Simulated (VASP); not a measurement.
# Te2Mo in VASP: a series of runs, part 2 of 2

VASP 6.6.1. Earlier steps stand in the parts before.

## 3. Relaxation of cell and atoms, PBEsol

This run uses another cell than the first one, of 76.00 Å³/atom, 0.984 times its volume.

Contents of INCAR:

```
PREC = Accurate
ENCUT = 600
EDIFF = 1E-7
ISMEAR = 0
SIGMA = 0.03
LREAL = False
LASPH = True
NELM = 80
ALGO = Normal
ISIF = 3
LWAVE = False
LCHARG = False
GGA = PS
IBRION = 2
NSW = 90
EDIFFG = -0.005
LATTICE_CONSTRAINTS = .TRUE. .TRUE. .FALSE.
```

Contents of KPOINTS:

```
regular mesh
0
Gamma
  12 12 1
```

Contents of POSCAR:

```
Te2Mo                                   
1.0
    3.4907229253     -0.0000000000      0.0000000000
   -1.7453614626      3.0230547352      0.0000000000
    0.0000000000      0.0000000000     21.6051888000
  Te              Mo            
     2     1
Direct
     0.3333333300000021    0.6666666699999979    0.4164255407728450
     0.3333333300000021    0.6666666699999979    0.5835744592271551
     0.6666666699999979    0.3333333300000021    0.5000000000000000
```

Potentials or basis: VASP PAW PBE potentials, release 64 (Te, Mo_sv).

Started as:

```console
$ cat potpaw_PBE.64/Te/POTCAR potpaw_PBE.64/Mo_sv/POTCAR > POTCAR
$ mpirun -np 1 vasp_std > vasp.out
```

OUTCAR:

```text
PREC = Accurate
   ENCUT = 600
   EDIFF = 1E-7
   ISMEAR = 0
   LREAL = False
   LASPH = True
   NELM = 80
   ISIF = 3
   GGA = PS
   IBRION = 2
   NSW = 90
   EDIFFG = -0.005

 ion  position               nearest neighbor table
   1  0.333  0.667  0.416-   3 2.71   3 2.71   3 2.71   2 3.61
   2  0.333  0.667  0.584-   3 2.71   3 2.71   3 2.71   1 3.61
   3  0.667  0.333  0.500-   1 2.71   2 2.71   1 2.71   2 2.71   1 2.71   2 2.71

  LATTYP: Found a hexagonal cell.
 ALAT       =     3.4907229253
 C/A-ratio  =     6.1893164431

  Lattice vectors:

 A1 = (   3.4907229253,   0.0000000000,   0.0000000000)
 A2 = (  -1.7453614626,   3.0230547352,   0.0000000000)
 A3 = (   0.0000000000,   0.0000000000,  21.6051888000)

Analysis of symmetry for initial positions (statically):
=====================================================================
 Subroutine PRICEL returns:
 Original cell was already a primitive cell.

 Routine SETGRP: Setting up the symmetry group for a
 hexagonal supercell.

 Subroutine GETGRP returns: Found 12 space group operations
 (whereof 12 operations were pure point group operations)
 out of a pool of 24 trial point group operations.

The static configuration has the point symmetry D_3h.

Analysis of symmetry for dynamics (positions and initial velocities):
=====================================================================
 Subroutine PRICEL returns:
 Original cell was already a primitive cell.

 Routine SETGRP: Setting up the symmetry group for a
 hexagonal supercell.

 Subroutine GETGRP returns: Found 12 space group operations
 (whereof 12 operations were pure point group operations)
 out of a pool of 24 trial point group operations.

The dynamic configuration has the point symmetry D_3h.

 Subroutine INISYM returns: Found 12 space group operations
 (whereof 12 operations are pure point group operations),
 and found     1 'primitive' translations

----------------------------------------------------------------------------------------

                                     Primitive cell

  volume of cell :     227.9919

  direct lattice vectors                    reciprocal lattice vectors
     3.490722925  0.000000000  0.000000000     0.286473611  0.165395616  0.000000000
    -1.745361463  3.023054735  0.000000000     0.000000000  0.330791232  0.000000000
     0.000000000  0.000000000 21.605188800     0.000000000  0.000000000  0.046285178

  length of vectors
     3.490722925  3.490722929 21.605188800     0.330791232  0.330791232  0.046285178

  position of ions in fractional coordinates (direct lattice)
     0.333333330  0.666666670  0.416425541
     0.333333330  0.666666670  0.583574459
     0.666666670  0.333333330  0.500000000

  ion indices of the primitive-cell ions
   primitive index   ion index
                 1           1
                 2           2
                 3           3

----------------------------------------------------------------------------------------

 KPOINTS: regular mesh

Automatic generation of k-mesh.
 Grid dimensions read from file:
 generate k-points for:   12   12    1

 Generating k-lattice:

  Cartesian coordinates                     Fractional coordinates (reciprocal lattice)
     0.023872801  0.013782968  0.000000000     0.083333333  0.000000000  0.000000000
     0.000000000  0.027565936  0.000000000     0.000000000  0.083333333  0.000000000
     0.000000000  0.000000000  0.046285178     0.000000000  0.000000000  1.000000000

  Length of vectors
     0.027565936  0.027565936  0.046285178

  Shift w.r.t. Gamma in fractional coordinates (k-lattice)
     0.000000000  0.000000000  0.000000000

 Subroutine IBZKPT returns following result:
 ===========================================

 Found     19 irreducible k-points:

 Following reciprocal coordinates:
            Coordinates               Weight
  0.000000  0.000000  0.000000      1.000000
  0.083333  0.000000  0.000000      6.000000
  0.166667  0.000000  0.000000      6.000000
  0.250000  0.000000  0.000000      6.000000
  0.333333  0.000000  0.000000      6.000000
  0.416667  0.000000  0.000000      6.000000
[... 11 lines left out ...]
  0.333333  0.250000  0.000000     12.000000
  0.333333  0.333333  0.000000      2.000000
   k-points           NKPTS =     19   k-points in BZ     NKDIM =     19   number of bands    NBANDS=     17
   number of dos      NEDOS =    301   number of ions     NIONS =      3
   total plane-waves  NPLWV = 141120
   dimension x,y,z NGX =    28 NGY =   28 NGZ =  180
   dimension x,y,z NGXF=    56 NGYF=   56 NGZF=  360
   ions per type =               2   1
   NGX,Y,Z   is equivalent  to a cutoff of  13.34, 13.34, 13.85 a.u.
   NGXF,Y,Z  is equivalent  to a cutoff of  26.67, 26.67, 27.70 a.u.
 SYSTEM =  unknown system
   PREC   = accura    normal or accurate (medium, high low for compatibility)
   ISTART =      0    job   : 0-new  1-cont  2-samecut
   ICHARG =      2    charge: 1-file 2-atom 10-const
   ISPIN  =      1    spin polarized calculation?
   LNONCOLLINEAR =      F non collinear calculations
   LSORBIT =      F    spin-orbit coupling
   LASPH  =      T    aspherical Exc in radial PAW
   ENCUT  =  600.0 eV  44.10 Ry    6.64 a.u.   6.97  6.97 43.15*2*pi/ulx,y,z
   NELM   =     80;   NELMIN=  2; NELMDL= -5     # of ELM steps
   EDIFF  = 0.1E-06   stopping-criterion for ELM
   LREAL  =      F    real-space projection
   EDIFFG = -.5E-02   stopping-criterion for IOM
   NSW    =     90    number of steps for IOM
   IBRION =      2    ionic relax: 0-MD 1-quasi-New 2-CG
   NFREE  =      1    steps in history (QN), initial steepest desc. (CG)
   ISIF   =      3    stress and relaxation
   ISYM   =      2    0-nonsym 1-usesym 2-fastsym
   POTIM  = 0.5000    time-step for ionic-motion
   TEBEG  =    0.0;   TEEND  =   0.0 temperature during run
   PSTRESS=    0.0 pullay stress
   NELECT =      26.0000    total number of electrons
   NUPDOWN=      -1.0000    fix difference up-down
   EMIN   =  10.00;   EMAX   =-10.00  energy-range for DOS
   EFERMI =   0.00;   METHOD = LEGACY
   ISMEAR =     0;   SIGMA  =   0.03  broadening in eV -4-tet -1-fermi 0-gaus
   EFERMI_NEDOS =   21; number of points for ismear=-14 and -15
   IALGO  =     38    algorithm
   IMIX   =      4    mixing-type and parameters
     AMIX     =   0.40;   BMIX     =  1.00
     AMIX_MAG =   1.60;   BMIX_MAG =  1.00
  volume/ion in A,a.u.               =      76.00       512.86
  Fermi-wavevector in a.u.,A,eV,Ry     =   0.793888  1.500232  8.575192  0.630259
  Thomas-Fermi vector in A             =   1.899913
   LORBIT       =      0    0 simple, 1 ext, 2 COOP (PROOUT), +10 PAW based schemes
   GGA     = PS    functional components
   LHFCALC =     F    Hartree Fock is set to
   AEXX    =    0.0000 exact exchange contribution
   IVDW    =     0    specifies the selected vdW correction
   LEPSILON=     F    determine dielectric tensor
   LRPA    =     F    only Hartree local field effects (RPA)
 conjugate gradient relaxation of ions
 non-spin polarized calculation
 Gauss-broadening in eV      SIGMA  =   0.03
  energy-cutoff  :      600.00
  volume of cell :      227.99
 maximum number of plane-waves:      7645
 NGX is ok and might be reduce to    28
   NGX = 13   NGY = 13   NGZ = 87

 number of electron      26.0000000 magnetization

 Free energy of the ion-electron system (eV)
  ---------------------------------------------------
  ext. energy  EPLUGINS =         0.00000000
  ---------------------------------------------------
  free energy    TOTEN  =       -19.61448256 eV

  energy without entropy =      -19.61448256  energy(sigma->0) =      -19.61448256

 E-fermi :  -0.5231     XC(G=0):  -3.9444

 val. band max:       -0.7309006797   @ k =   0.3333   0.3333   0.0000
 cond. band min:       0.4743861618   @ k =   0.3333   0.3333   0.0000
 fundamental gap:      1.2052868414
 Fermi energy:        -0.5231393726

 k-point     1 :       0.0000    0.0000    0.0000
  band No.  band energies     occupation
      1     -61.2611      2.00000
      2     -35.4770      2.00000
      3     -35.3206      2.00000
      4     -35.3206      2.00000
      5     -13.5114      2.00000
      6     -12.5435      2.00000
[... 357 lines left out ...]
      4     -35.4111      2.00000
      5     -11.0416      2.00000
      6     -10.8570      2.00000
[... 9 lines left out ...]
     16       1.9517      0.00000
     17       3.5433      0.00000

------------------------ aborting loop because EDIFF is reached ----------------------------------------

  FORCE on cell =-STRESS in cart. coord.  units (eV):
  Direction    XX          YY          ZZ          XY          YZ          ZX
  --------------------------------------------------------------------------------------
  -------------------------------------------------------------------------------------
  Total       -0.0008854     -0.0008854     -0.0232610     -0.0000000      0.0000000      0.0000000
  in kB       -0.0062218     -0.0062218     -0.1634634     -0.0000000      0.0000000      0.0000000
  external PRESSURE =      -0.0586356 kB  Pullay stress =       0.0000000 kB

 VOLUME and BASIS-vectors are now :
 -----------------------------------------------------------------------------
  energy-cutoff  :      600.00
  volume of cell :      227.99
      direct lattice vectors                 reciprocal lattice vectors
     3.490722925  0.000000000  0.000000000     0.286473611  0.165395616  0.000000000
    -1.745361463  3.023054735  0.000000000     0.000000000  0.330791232  0.000000000
     0.000000000  0.000000000 21.605188800     0.000000000  0.000000000  0.046285178

 POSITION                                       TOTAL-FORCE (eV/Angst)
 -----------------------------------------------------------------------------------
     -0.00000      2.01537      8.99695         0.000000     -0.000000      0.001168
     -0.00000      2.01537     12.60824         0.000000     -0.000000     -0.001168
      1.74536      1.00768     10.80259        -0.000000      0.000000      0.000000
 -----------------------------------------------------------------------------------
    total drift:                               -0.000025      0.000015      0.000000

  FREE ENERGIE OF THE ION-ELECTRON SYSTEM (eV)
  ---------------------------------------------------
  free  energy   TOTEN  =       -19.6144825592 eV

  energy  without entropy=      -19.6144825592  energy(sigma->0) =      -19.61448256

 reached required accuracy - stopping structural energy minimisation
```

OSZICAR:

```text
N       E                     dE             d eps       ncg     rms          rms(c)
DAV:   1     0.143311333710E+03    0.14331E+03   -0.13458E+04   918   0.130E+03
DAV:   2    -0.105599080328E+02   -0.15387E+03   -0.15204E+03   891   0.235E+02
DAV:   3    -0.201630035647E+02   -0.96031E+01   -0.93857E+01   910   0.529E+01
[... 15 lines left out ...]
DAV:  19    -0.196144794689E+02   -0.47025E-05   -0.10163E-07   634   0.149E-03    0.750E-04
DAV:  20    -0.196144821023E+02   -0.26334E-05   -0.83381E-08   600   0.997E-04    0.178E-04
DAV:  21    -0.196144822856E+02   -0.18336E-06   -0.36211E-09   410   0.349E-04    0.257E-04
DAV:  22    -0.196144824965E+02   -0.21086E-06   -0.61832E-09   471   0.293E-04    0.616E-05
DAV:  23    -0.196144825592E+02   -0.62718E-07   -0.87936E-10   384   0.106E-04
   1 F= -.19614483E+02 E0= -.19614483E+02  d E =-.196145E+02
```

Wall time 68 s (1 thread of Intel Xeon 6975P-C (Granite Rapids), shared host); peak memory 0.42 GiB.

What came out:

```
Free energy            : -19.6145 eV
Band gap on the k mesh : 1.21 eV, direct
```

Final structure:
```
Te Mo
1.0
     3.49072    0.00000    0.00000
    -1.74536    3.02305    0.00000
     0.00000    0.00000   21.60519
Te Mo
2 1
Direct
  0.33333 0.66667 0.41643
  0.33333 0.66667 0.58357
  0.66667 0.33333 0.50000
```

Caveat: the relaxation stopped at its first step, so nothing moved; the PAW data sets were made with another functional, which shifts forces and pressure a little; spin-orbit coupling is left out, which moves the levels of the heavy elements.

## 4. Relaxation of cell and atoms, LDA

Contents of INCAR:

```
PREC = Accurate
ENCUT = 600
EDIFF = 1E-6
ISMEAR = 0
SIGMA = 0.03
LREAL = F
LASPH = T
NELM = 80
ALGO = Normal
ISIF = 3
LWAVE = F
LCHARG = F
GGA = CA
IBRION = 2
NSW = 90
EDIFFG = -0.01
LATTICE_CONSTRAINTS = .TRUE. .TRUE. .FALSE.
KPAR = 2
```

Contents of KPOINTS:

```
Automatic mesh
0
Gamma
  12 12 1
```

Contents of POSCAR:

```
Te2Mo
1.0
    3.5182000000      0.0000000000      0.0000000000
   -1.7591000000      3.0468505800      0.0000000000
    0.0000000000      0.0000000000     21.6051888000
Te Mo
2 1
Direct
    0.3333333300      0.6666666700      0.4165666000
    0.3333333300      0.6666666700      0.5834334000
    0.6666666700      0.3333333300      0.5000000000
```

Potentials or basis: VASP PAW LDA potentials, release 64 (Te, Mo_sv).

Started as:

```console
$ cat potpaw_LDA.64/Te/POTCAR potpaw_LDA.64/Mo_sv/POTCAR > POTCAR
$ mpirun -np 2 vasp_std > vasp.out
```

It took 5.9 min on 2 MPI ranks of AMD EPYC 7R43 (Zen 3), shared host; peak memory 0.35 GiB.

Results (log left out):

```
Free energy                            : -20.4724 eV
Relaxed volume                         : 74.98 Å³/atom
Relaxed cell                           : a = 3.467 Å, b = 3.467 Å, c = 21.605 Å, α = 90.00°, β = 90.00°, γ = 120.00°
Space group after relaxing (to 0.05 Å) : P-6m2 (No. 187)
Energy gained by relaxing              : 7.8 meV/atom
Ionic steps                            : 6
Largest force after relaxing           : 0.007 eV/Å
Band gap on the k mesh                 : 1.24 eV, direct
```

Forces on the atoms (eV/Å):
```
Te   0.000  0.000 -0.007
Te   0.000  0.000  0.007
Mo   0.000  0.000  0.000
```

Step by step:
| step | energy change (eV) | largest force (eV/Å) | pressure (GPa) | volume (Å³) |
| --- | --- | --- | --- | --- |
| 1 | 0.0000 | 0.3327 | -0.97 | 231.60 |
| 2 | -0.0060 | 0.3847 | 0.96 | 220.55 |
| 3 | -0.0231 | 0.0394 | 0.02 | 225.56 |
| 4 | -0.0231 | 0.0472 | 0.03 | 225.44 |
| 5 | -0.0233 | 0.0302 | 0.03 | 225.23 |
| 6 | -0.0233 | 0.0069 | 0.01 | 224.94 |

Final structure:
```xyz
3
Lattice="3.4673 0.0000 0.0000 -1.7337 3.0028 0.0000 0.0000 0.0000 21.6052" Properties=species:S:1:pos:R:3 pbc="T T T"
Te    0.0000    2.0019    9.0046
Te    0.0000    2.0019   12.6006
Mo    1.7337    1.0009   10.8026
```

Levels at points of the mesh, in eV from the valence-band top:
| k point | band 9 | band 10 | band 11 | band 12 | band 13 | band 14 | band 15 | band 16 | band 17 |
| --- | --- | --- | --- | --- | --- | --- | --- | --- | --- |
| (0.00, 0.00, 0.00) | -1.64 | -1.64 | -0.82 | -0.82 | -0.59 | 3.37 | 3.37 | 3.68 | 3.68 |
| (0.50, 0.00, 0.00) | -3.38 | -2.32 | -1.68 | -0.76 | -0.14 | 1.58 | 1.88 | 3.43 | 3.92 |

Caveat: spin-orbit coupling is left out, which moves the levels of the heavy elements. LDA usually gives volumes a few per cent too small.

## 5. Relaxation of cell and atoms, LDA

This run uses another cell than the first one, of 74.98 Å³/atom, 0.971 times its volume.

Edit INCAR of step 4 so:

```diff
@@ -2,3 +2,3 @@
 ENCUT = 600
-EDIFF = 1E-6
+EDIFF = 1E-7
 ISMEAR = 0
@@ -15,3 +15,3 @@
 NSW = 90
-EDIFFG = -0.01
+EDIFFG = -0.005
 LATTICE_CONSTRAINTS = .TRUE. .TRUE. .FALSE.
```

KPOINTS is that of step 4.

Contents of POSCAR:

```
Te2Mo                                   
1.0
    3.4673168545      0.0000000000      0.0000000000
   -1.7336584273      3.0027844832      0.0000000000
    0.0000000000      0.0000000000     21.6051888000
  Te              Mo            
     2     1
Direct
     0.3333333300000021    0.6666666699999979    0.4167797425502391
     0.3333333300000021    0.6666666699999979    0.5832202574497609
     0.6666666699999979    0.3333333300000021    0.5000000000000000
```

Started as:

```console
$ cat potpaw_LDA.64/Te/POTCAR potpaw_LDA.64/Mo_sv/POTCAR > POTCAR
$ mpirun -np 2 vasp_std > vasp.out
```

Run time: 3.8 min. Hardware: 2 MPI ranks of AMD EPYC 7R43 (Zen 3), shared host; peak memory 0.32 GiB.

Results (log left out):

| Property | Result |
| --- | --- |
| Free energy | -20.4720 eV |
| Relaxed volume | 75.01 Å³/atom |
| Relaxed cell | a = 3.468 Å, b = 3.468 Å, c = 21.605 Å, α = 90.00°, β = 90.00°, γ = 120.00° |
| Space group after relaxing (to 0.05 Å) | P-6m2 (No. 187) |
| Energy gained by relaxing | 0.0 meV/atom |
| Ionic steps | 3 |
| Band gap on the k mesh | 1.24 eV, direct |

Final structure:
```yaml
crystal:
  lattice:
    - [3.46799, 0.00000, 0.00000]
    - [-1.73400, 3.00337, 0.00000]
    - [0.00000, 0.00000, 21.60519]
  atoms:
    - { symbol: Te, position: [0.33333, 0.66667, 0.41677] }
    - { symbol: Te, position: [0.33333, 0.66667, 0.58323] }
    - { symbol: Mo, position: [0.66667, 0.33333, 0.50000] }
```

Levels at points of the mesh, in eV from the valence-band top:
| k point | band 10 | band 11 | band 12 | band 13 | band 14 | band 15 | band 16 | band 17 |
| --- | --- | --- | --- | --- | --- | --- | --- | --- |
| (0.00, 0.00, 0.00) | -1.64 | -0.82 | -0.82 | -0.59 | 3.36 | 3.36 | 3.68 | 3.68 |
| (0.50, 0.00, 0.00) | -2.32 | -1.68 | -0.76 | -0.14 | 1.58 | 1.88 | 3.42 | 3.92 |

Caveat: spin-orbit coupling is left out, which moves the levels of the heavy elements.

## 6. Relaxation of cell and atoms, LDA

Contents of INCAR:

```
PREC = Accurate
ENCUT = 600
EDIFF = 1E-6
ISMEAR = 0
SIGMA = 0.03
LREAL = F
LASPH = T
NELM = 80
ALGO = Normal
ISIF = 3
LWAVE = F
LCHARG = F
IBRION = 2
NSW = 90
EDIFFG = -0.01
LATTICE_CONSTRAINTS = .TRUE. .TRUE. .FALSE.
```

Contents of KPOINTS:

```
regular mesh
0
Gamma
  12 12 1
```

Contents of POSCAR:

```
Te2Mo
1.0
    3.5182000000      0.0000000000      0.0000000000
   -1.7591000000      3.0468505800      0.0000000000
    0.0000000000      0.0000000000     21.6051888000
Te Mo
2 1
Direct
    0.3333333300      0.6666666700      0.4165666000
    0.3333333300      0.6666666700      0.5834334000
    0.6666666700      0.3333333300      0.5000000000
```

Potentials or basis: VASP PAW LDA potentials, release 64 (Te, Mo_sv).

Started as:

```console
$ cat potpaw_LDA.64/Te/POTCAR potpaw_LDA.64/Mo_sv/POTCAR > POTCAR
$ mpirun -np 1 vasp_std > vasp.out
```

Wall time 4.8 min (1 thread of Intel Xeon Platinum 8488C (Sapphire Rapids), shared host); peak memory 0.36 GiB.

The run converged. Its results:

```yaml
Free_energy: -20.4724 eV
Relaxed_volume: 74.98 Å³/atom
Relaxed_cell: a = 3.467 Å, b = 3.467 Å, c = 21.605 Å, α = 90.00°, β = 90.00°, γ = 120.00°
Space_group_after_relaxing_to_0.05_Å: P-6m2 (No. 187)
Energy_gained_by_relaxing: 7.8 meV/atom
Ionic_steps: 6
Largest_force_after_relaxing: 0.007 eV/Å
Band_gap_on_the_k_mesh: 1.24 eV, direct
```

Forces in eV/Å, atoms in the order of the input:
```
Te   0.000  0.000 -0.007
Te   0.000  0.000  0.007
Mo   0.000  0.000  0.000
```

Step by step:
```tsv
step	energy change (eV)	largest force (eV/Å)	pressure (GPa)	volume (Å³)
1	0.0000	0.3327	-0.97	231.60
2	-0.0060	0.3847	0.96	220.55
3	-0.0231	0.0394	0.02	225.56
4	-0.0231	0.0472	0.03	225.44
5	-0.0233	0.0302	0.03	225.23
6	-0.0233	0.0069	0.01	224.94
```

Final structure:
```
CELL_PARAMETERS angstrom
3.46732 0.00000 0.00000
-1.73366 3.00278 0.00000
0.00000 0.00000 21.60519
ATOMIC_POSITIONS crystal
Te 0.33333 0.66667 0.41678
Te 0.33333 0.66667 0.58322
Mo 0.66667 0.33333 0.50000
```

Levels at points of the mesh, in eV from the valence-band top:
```tsv
k point	band 9	band 10	band 11	band 12	band 13	band 14	band 15	band 16	band 17
(0.00, 0.00, 0.00)	-1.64	-1.64	-0.82	-0.82	-0.59	3.37	3.37	3.68	3.68
(0.50, 0.00, 0.00)	-3.38	-2.32	-1.68	-0.76	-0.14	1.58	1.88	3.43	3.92
```

Caveat: spin-orbit coupling is left out, which moves the levels of the heavy elements. As with any semilocal functional, this LDA gap is likely too small.
